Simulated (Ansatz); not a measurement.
Random displacements in AlN

Computed with Ansatz 0.2.0, DFT PBEsol, scalar-relativistic, plane waves, PAW. Cutoff 420 eV, Γ-centred 12×12×6 k-points, Gaussian smearing of 0.05 eV. No spin polarisation. Energies are free energies at this smearing, counted from the undisturbed cell; pressure is positive in compression.

Zero of the scan (relaxed at this level):

```
CELL_PARAMETERS angstrom
3.11369 0.00000 0.00000
-1.55685 2.69654 0.00000
0.00000 0.00000 4.98342
ATOMIC_POSITIONS crystal
Al 0.33333 0.66667 0.00151
Al 0.66667 0.33333 0.50151
N 0.33333 0.66667 0.38349
N 0.66667 0.33333 0.88349
```

The atoms are displaced (Å, in the unstrained cell):

```
atom ux uy uz
 Al1  -0.050  -0.111   0.114
 Al2   0.212  -0.062  -0.031
  N3   0.032   0.005   0.067
  N4  -0.194   0.168  -0.149
```

The cell is not strained.

(1) What are the energy change, the stress and the forces?

Answers

(1) ΔE = 323.6 meV/atom; stress (xx, yy, zz, yz, xz, xy; compression positive) (8.06, 5.15, 8.33, 2.58, -10.12, 3.27) GPa; gap on the mesh 2.68 eV.
| atom | Fx (eV/Å) | Fy | Fz |
| --- | --- | --- | --- |
| Al1 | -1.89 | 1.71 | -2.12 |
| Al2 | -2.81 | 0.36 | 1.79 |
| N3 | 1.97 | -0.34 | -2.05 |
| N4 | 2.72 | -1.73 | 2.38 |

Cost: 1 run of about 0.39 core-minutes, on Intel Xeon Processor @ 2.70GHz (shared hosts).